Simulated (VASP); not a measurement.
Write the native input for VASP 6.6.1 that does the following.

```yaml
Task: optical spectrum
Functional: PBE
Potentials_or_basis: VASP PAW PBE potentials, release 64 (W_sv, S)
Cutoff: 520 eV
k_mesh: 12 × 12 × 3
Occupations: gaussian, width 0.03 eV
Spin: no spin polarisation
Further_INCAR_settings: ALGO = Normal; EDIFF = 1e-07; NBANDS = 50
```

The structure of WS2 (Tungstenite) lies in POSCAR:

```
WS2                                     
1.0
    3.1541041060     -0.0000000000     -0.0000000000
   -1.5770520530      2.7315342820      0.0000000000
   -0.0000000000     -0.0000000000     12.1422919333
  W               S             
     2     4
Direct
     0.3333333332999970    0.6666666667000030    0.2500000000000000
     0.6666666667000030    0.3333333332999970    0.7500000000000000
     0.3333333332999970    0.6666666667000030    0.6203012366569965
     0.6666666667000030    0.3333333332999970    0.1203012366569965
     0.3333333332999970    0.6666666667000030    0.8796987633430035
     0.6666666667000030    0.3333333332999970    0.3796987633430035
```

The input as run:

INCAR

```
  PREC = Accurate
  ENCUT = 520
  EDIFF = 1E-7
  ISMEAR = 0
  SIGMA = 0.03
  LREAL = F
  LASPH = T
  NELM = 80
  ALGO = Normal
  ISIF = 2
  LWAVE = F
  LCHARG = F
  GGA = PE
  LOPTICS = T
  NBANDS = 50
  NEDOS = 1000
  CSHIFT = 0.1
  KPAR = 2
```

KPOINTS

```
Automatic mesh
0
Gamma
  12 12 3
```

Potentials or basis: VASP PAW PBE potentials, release 64 (W_sv, S).

Command:

```bash
$ cat potpaw_PBE.64/W_sv/POTCAR potpaw_PBE.64/S/POTCAR > POTCAR
$ mpirun -np 2 vasp_std > vasp.out
```

It gave:

```yaml
Pressure: 4.1 GPa
Largest_force: 0.010 eV/Å
Band_gap_on_the_k_mesh: 0.91 eV, indirect (least direct gap 1.83 eV)
```

Caveat: independent-particle spectra lack excitons; spin-orbit coupling is left out, which moves the levels of the heavy elements; an odd mesh through Γ misses points on the zone boundary, where band edges often lie; this functional lacks dispersion, which binds the layers, so the pressure and a relaxed spacing across them are unreliable.

Run time: 72 s on 2 MPI ranks on Intel(R) Xeon(R) Platinum 8559C (Emerald Rapids), with other jobs on the host, peak memory 0.49 GiB a rank.
